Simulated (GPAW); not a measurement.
# Mn3Si (I4/mmm) in GPAW: further runs

Runs on Mn3Si. Level: PBEsol. Tasks: single point.

Program: GPAW 26.7.0. These are calculated values, not measurements. Logs are shortened: lines on timing, memory, paths and dates and some standing lists are left out, and cuts for length are marked. The log counts tension as positive stress, the text compression.

### Step 1. The crystal as given

It takes space group I4/mmm (No. 139, tetragonal). The conventional cell has a = 3.884 Å, b = 3.884 Å, c = 6.209 Å, α = 90.00°, β = 90.00°, γ = 90.00°. Mn (site symmetry -4m2) is surrounded by 8 Mn at 2.49 to 2.75 Å and 4 Si at 2.49 Å. Mn (site symmetry 4/mmm) has 8 Mn at 2.49 Å and 4 Si at 2.75 Å as nearest neighbours. Around Si (site symmetry 4/mmm) lie 12 Mn at 2.49 to 2.75 Å.

Measurements of this composition are mostly on another form, of space group No. 225.

### Step 2. Single point, PBEsol, collinear spin, ferromagnetic start, 11.71 Å³/atom

The input, run.py:

```python
from ase import Atoms
from ase.dft.bandgap import bandgap
from ase.io import write
from ase.units import GPa
from gpaw import GPAW, PW, setup_paths

setup_paths.insert(0, '.')

atoms = Atoms(['Mn', 'Mn', 'Mn', 'Si'],
              cell=[[0.0, 2.74656, 3.1043836806],
                    [2.74656, 0.0, 3.1043836806],
                    [2.74656, 2.74656, 0.0]],
              scaled_positions=[[0.75, 0.75, 0.75],
                                [0.25, 0.25, 0.25],
                                [0.5, 0.5, 0.5],
                                [0.0, 0.0, 0.0]],
              pbc=True)
atoms.set_initial_magnetic_moments([4.0, 4.0, 4.0, 0.0])

calc = GPAW(mode=PW(600),
            xc='PBEsol',
            kpts={'size': (7, 7, 7), 'gamma': True},
            occupations={'name': 'fermi-dirac', 'width': 0.05},
            nbands=44,
            convergence={'density': 1e-05, 'energy': 1e-05},
            maxiter=150,
            txt='gpaw.txt')
atoms.calc = calc
energy = atoms.get_potential_energy()
forces = atoms.get_forces()
stress = atoms.get_stress()
calc.write('gs.gpw')
write('result.traj', atoms)
print(f'Energy: {energy:.6f} eV')
print('Forces (eV/A):')
print(forces.round(4))
print('Stress (GPa):', (stress / GPa).round(3))
print('Moments:', calc.get_magnetic_moments().round(3))
print('Fermi level:', round(calc.get_fermi_level(), 4), 'eV')
print(f'Gap: {bandgap(calc)[0]:.4f} eV, direct: {bandgap(calc, direct=True)[0]:.4f} eV')
```

Potentials or basis: PAW data sets generated in the run's folder for this functional, pw.

On the command line:

```bash
$ gpaw-setup -f PBEsol Mn Si
$ OMP_NUM_THREADS=1 python run.py
```

gpaw.txt:

```text
__  _  _
 | _ |_)|_||  |
 |__||  | ||/\| - 26.7.0

Input parameters:
  mode=PW(ecut=600.0),
  convergence={'density': 1e-05, 'energy': 1e-05},
  kpts=MonkhorstPack(size=(7, 7, 7), gamma=True),
  maxiter=150,
  nbands=44,
  occupations=Occupations(name='fermi-dirac', width=0.05),
  xc=XC(name='PBEsol')

Diagonalizing LCAO Hamiltonian
Converting LCAO to pw mode

                    Mn

                Mn

           Mn

       Si

Atoms  # Å, Bohr magnetons
|   | symbol |        x |        y |        z |    initial magnetic moments |
|---|--------|----------|----------|----------|-----------------------------|
| 0 |     Mn | 4.119840 | 4.119840 | 4.656576 | ( 0.0000,  0.0000,  4.0000) |
| 1 |     Mn | 1.373280 | 1.373280 | 1.552192 | ( 0.0000,  0.0000,  4.0000) |
| 2 |     Mn | 2.746560 | 2.746560 | 3.104384 | ( 0.0000,  0.0000,  4.0000) |
| 3 |     Si | 0.000000 | 0.000000 | 0.000000 | ( 0.0000,  0.0000,  0.0000) |

Unit cell  # Å
| periodic |        x |        y |        z |  lengths |    angles |
|----------|----------|----------|----------|----------|-----------|
|      yes | 0.000000 | 2.746560 | 3.104384 | 4.144972 | 62.060024 |
|      yes | 2.746560 | 0.000000 | 3.104384 | 4.144972 | 62.060024 |
|      yes | 2.746560 | 2.746560 | 0.000000 | 3.884222 | 55.879952 |

Number of symmetries: 16
Symmetry operations  # r_c * U_cc + t_c -> r_c
|    | kind |            matrix            |
|----|------|------------------------------|
|  0 |  σ   |  1, 0, 0,  1, 0,-1,  1,-1, 0 |
|  1 |  E   |  1, 0, 0,  0, 1, 0,  0, 0, 1 |
|  2 |  C4  |  1, 0,-1,  1, 0, 0,  1,-1, 0 |
|  3 |  σ   |  1, 0,-1,  0, 1,-1,  0, 0,-1 |
|  4 |  σ   |  0, 1, 0,  1, 0, 0,  0, 0, 1 |
|  5 |  C4  |  0, 1, 0,  0, 1,-1, -1, 1, 0 |
|  6 |  C2  |  0, 1,-1,  1, 0,-1,  0, 0,-1 |
|  7 |  σ   |  0, 1,-1,  0, 1, 0, -1, 1, 0 |
|  8 |  C2  |  0,-1, 1,  0,-1, 0,  1,-1, 0 |
|  9 |  σ   |  0,-1, 1, -1, 0, 1,  0, 0, 1 |
| 10 |  S4  |  0,-1, 0,  0,-1, 1,  1,-1, 0 |
| 11 |  C2  |  0,-1, 0, -1, 0, 0,  0, 0,-1 |
| 12 |  C2  | -1, 0, 1,  0,-1, 1,  0, 0, 1 |
| 13 |  S4  | -1, 0, 1, -1, 0, 0, -1, 1, 0 |
| 14 |  i   | -1, 0, 0,  0,-1, 0,  0, 0,-1 |
| 15 |  C2  | -1, 0, 0, -1, 0, 1, -1, 1, 0 |

BZ-sampling:
  Number of BZ points: 343
  Number of IBZ points: 40

  Monkhorst-Pack size: [7, 7, 7]
  Monkhorst-Pack shift: [0, 0, 0]

K-points  # in reciprocal-cell coordinates
|     |                                coordinates |     weight |
|-----|--------------------------------------------|------------|
|   0 | (  0.00000000,   0.00000000,   0.00000000) | 0.00291545 |
|   1 | (  0.14285714,   0.00000000,   0.14285714) | 0.01166181 |
[... 112 lines left out ...]

convergence criteria:
- Maximum integral of absolute [dens]ity change: 1e-05 electrons / valence electron
- Maximum [total energy] change in last 3 cyles: 1e-05 eV / valence electron
- Maximum integral of absolute [eigenst]ate change: 4e-08 eV^2 / valence electron
maximum number of iterations: 150

SCF iterations
|iter     | |      energy | eigst |  dens |  magmom |
|---------|-|-------------|-------|-------|---------|
|iter:   1| |  -35.555108 | +0.52 |       | +12.0239|
|iter:   2| |  -35.770716 | -1.76 | -1.00 | +11.8348|
|iter:   3| |  -37.663307 | -1.81 | -1.02 |  +9.4651|
|iter:   4| |  -47.535632 | -1.24 | -1.04 |  +7.0975|
|iter:   5| |  -38.111008 | -1.12 | -0.50 |  +7.8654|
|iter:   6| |  -37.708106 | -1.69 | -1.00 |  +5.4919|
|iter:   7| |  -37.814650 | -2.95 | -1.52 |  +4.7166|
|iter:   8| |  -37.859878 | -3.11 | -1.73 |  +4.0080|
|iter:   9| |  -37.879330 | -3.14 | -2.07 |  +3.2956|
|iter:  10| |  -37.908537 | -2.97 | -2.17 |  +2.6445|
|iter:  11| |  -37.931073 | -3.55 | -2.07 |  +2.8934|
[... 4 lines left out ...]
|iter:  16| |  -38.067328 | -3.03 | -1.93 |  +0.7980|
|iter:  17| |  -38.095118 | -2.84 | -2.04 |  +1.2732|
|iter:  18| |  -38.039479 | -2.60 | -1.93 |  +0.2111|
|iter:  19| |  -38.034533 | -3.60 | -1.82 |  +0.0674|
|iter:  20| |  -38.083253 | -3.20 | -1.92 |  +0.5559|
|iter:  21| |  -38.091256 | -3.25 | -2.15 |  +1.0539|
|iter:  22| |  -38.089168 | -4.66 | -2.11 |  +1.0318|
|iter:  23| |  -38.094049 | -4.38 | -2.42 |  +0.9348|
|iter:  24| |  -38.095138 | -5.13 | -2.69 |  +0.9571|
|iter:  25| |  -38.095435 | -4.95 | -2.88 |  +0.9478|
|iter:  26| |  -38.095524c| -5.35 | -3.10 |  +1.0043|
|iter:  27| |  -38.095504c| -6.10 | -3.40 |  +0.9827|
|iter:  28| |  -38.095498c| -7.70c| -4.21 |  +0.9825|
|iter:  29| |  -38.095496c| -8.14c| -4.40 |  +0.9842|
|iter:  30| |  -38.095496c| -8.86c| -5.22c|  +0.9843|

Converged in 30 steps
Energy contributions relative to reference atoms: (reference = -102321.634747)

Energy contributions:
  Kinetic:          -3.303006
  Coulomb:           3.887835
  Zero:              0.607440
  External:          0.000000
  Xc:              -39.273352
  Entropy:          -0.028824
  Spinorbit:         0.000000
  ----------------------------
  Free energy:     -38.109908
  Extrapolated:    -38.095496

dipole moment: (-11.902551, -11.902551, -13.453223)  # |e|*Ang

Total magnetic moment: (0.000000, 0.000000, 0.984339)

Local magnetic moments
|        x |        y |         z |
|----------|----------|-----------|
| 0.000000 | 0.000000 | -0.833502 |  # Mn   0
| 0.000000 | 0.000000 | -0.833502 |  # Mn   1
| 0.000000 | 0.000000 |  2.565333 |  # Mn   2
| 0.000000 | 0.000000 |  0.032708 |  # Si   3

Fermi level: 10.223
Eigenvalues  # (at kpt = [0.000, 0.000, 0.000])
| band index |      eig [eV] | occ [0-1] |      eig [eV] | occ [0-1] |
|------------|---------------|-----------|---------------|-----------|
|          0 |       -70.020 |     1.000 |       -68.967 |     1.000 |
|        ... |               |           |               |           |
|         15 |         6.514 |     1.000 |         6.245 |     1.000 |
|         16 |         6.583 |     1.000 |         6.567 |     1.000 |
|         17 |         6.583 |     1.000 |         6.980 |     1.000 |
|         18 |         7.397 |     1.000 |         8.769 |     1.000 |
|         19 |         7.587 |     1.000 |         8.778 |     1.000 |
|         20 |         7.587 |     1.000 |         8.778 |     1.000 |
|         21 |         9.796 |     1.000 |        10.199 |     0.617 |
|         22 |        10.165 |     0.760 |        10.289 |     0.211 |
|         23 |        10.836 |     0.000 |        10.289 |     0.211 |
|         24 |        10.836 |     0.000 |        10.581 |     0.001 |
|         25 |        11.136 |     0.000 |        11.258 |     0.000 |
|         26 |        11.342 |     0.000 |        11.655 |     0.000 |
|         27 |        11.742 |     0.000 |        11.975 |     0.000 |
|         28 |        13.501 |     0.000 |        13.274 |     0.000 |
|         29 |        13.670 |     0.000 |        14.125 |     0.000 |
|        ... |               |           |               |           |
|         43 |        33.202 |     0.000 |        33.528 |     0.000 |

No gap
No difference between direct/indirect transitions

Forces  # eV/Ang
|        x |        y |        z |
|----------|----------|----------|
|  0.00000 | -0.00000 |  0.00000 |  # Mn   0
| -0.00000 | -0.00000 |  0.00000 |  # Mn   1
|  0.00000 |  0.00000 |  0.00000 |  # Mn   2
|  0.00000 |  0.00000 | -0.00000 |  # Si   3

Stress tensor  # eV/Ang^3
|        x |         y |         z |
|----------|-----------|-----------|
| 0.061013 |  0.000000 |  0.000000 |
| 0.000000 |  0.061013 | -0.000000 |
| 0.000000 | -0.000000 |  0.121851 |

# Writing to gs.gpw (mode='')
```

Run time: 6.5 min. Hardware: 1 thread of Arm Neoverse V1, shared host; peak memory 0.27 GiB.

What came out:

```yaml
Free_energy: -38.1099 eV
Pressure: -13.0 GPa
Band_gap_on_the_k_mesh: none (metal or under the smearing width)
Net_moment: 0.98 μB per cell
Site_moments: Mn -0.83, +2.57; Si +0.03 μB
```

Caveat: the density grid can change from cell to cell, which puts small steps into energies and stress.

### Step 3. Single point, PBEsol, collinear spin, ferromagnetic start, 11.71 Å³/atom

Edit run.py of step 2 so:

```diff
@@ -9,5 +9,5 @@
 atoms = Atoms(['Mn', 'Mn', 'Mn', 'Si'],
-              cell=[[0.0, 2.74656, 3.1043836806],
-                    [2.74656, 0.0, 3.1043836806],
-                    [2.74656, 2.74656, 0.0]],
+              cell=[[0.0, 2.80378, 2.978967097],
+                    [2.80378, 0.0, 2.978967097],
+                    [2.80378, 2.80378, 0.0]],
               scaled_positions=[[0.75, 0.75, 0.75],
```

Potentials or basis: PAW data sets generated in the run's folder for this functional, pw.

On the command line:

```bash
$ gpaw-setup -f PBEsol Mn Si
$ OMP_NUM_THREADS=1 python run.py
```

Wall time 5.3 min (1 thread of Arm Neoverse V1, shared host); peak memory 0.27 GiB.

The run converged. Its results:

```
Free energy            : -38.2104 eV
Pressure               : -14.1 GPa
Band gap on the k mesh : none (metal or under the smearing width)
Net moment             : 1.02 μB per cell
Site moments           : Mn -0.81, +2.55; Si +0.04 μB
```

Caveat: the density grid can change from cell to cell, which puts small steps into energies and stress.
